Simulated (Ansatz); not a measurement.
Theory: Ansatz, DFT, revPBE, plane waves (420 eV) with PAW, scalar-relativistic. The PAW files were generated under PBE, with cores re-solved for the functional.

An element in the fcc structure gives this curve. The cell is scaled uniformly from the relaxed one, with fractional coordinates and shape fixed. Energies are extrapolated to zero smearing, pressures are those at the given smearing. Magnetic state: spin not included.

| V (Å³/atom) | E − E₀ (meV/atom) | P (GPa) |
| --- | --- | --- |
| 113.296 | 13.7 | 0.29 |
| 118.446 | 6.1 | 0.18 |
| 123.595 | 1.8 | 0.09 |
| 128.745 | 0.1 | 0.02 |
| 133.895 | 0.6 | -0.04 |
| 139.045 | 3.0 | -0.10 |
| 144.195 | 6.9 | -0.14 |

Which element is it?
A. sodium
B. caesium
C. rubidium
D. barium

B. Its fit is V₀ = 129.99 Å³/atom, B₀ = 1.7 GPa, B₀′ = 3.6.
